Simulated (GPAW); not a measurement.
Entries from a set of simulations; values are calculated unless marked as measured.

```json
{"subject": "How the form of the self-energy moves the gap of CdSe (honeycomb monolayer)", "lattice_ang": [[4.3011, 0.0, 0.0], [-2.1505, 3.7248, 0.0], [0.0, 0.0, 11.4]], "atoms": [["Cd", 0.3333, 0.6667, 0.4855], ["Se", 0.6667, 0.3333, 0.5145]], "method": "DFT, LDA, plane waves, PAW (and 3 further levels or steps)", "program": "GPAW 26.7.0", "settings": "cutoff 450 eV, GPAW PAW setups 1.2.1 data release, 6×6×1 k-mesh, nbands 306", "cost": "4 runs, 5.9 min in all on 4 MPI ranks of Arm Neoverse V1, shared host", "notes": "The structure was relaxed with LDA. Limits: no spin-orbit coupling.", "results": {"one_shot_hse06": "2.263 eV", "g0w0_extrapolated_in_the_cutoff": "2.907 eV", "one_shot_hartree_fock": "7.344 eV", "known_limits": "short of the basis limit; no spin-orbit coupling"}}
```

[Long decimals in the printed logs are rounded to 6 places.]

[Logs are printed without paths, hosts, clocks, repeated set-up lines and the standing remarks that a program may print on its own settings, such as how far it seeks lower states.]

[Paths, hosts, dates, memory and timing lines, banners, echoed tables and standing remarks are left out of the program output; an Ansatz launch command may be rebuilt from the run's recorded settings. Measured values are a selection of at most five: reports struck by readers or far from the other reports are left out. None is set beside runs whose start may be inverted or whose files or cutoffs have a known fault.]

[Runs of the session that timed out or met a known fault of the program may be left out.]

[Hosts, paths, dates, database ids (printed as entryN), source tags and the programs' standing remarks are cut or masked in the printed files.]

[Where the starting crystal was built by hand or by swapping elements, it need not be the compound's stable phase.]
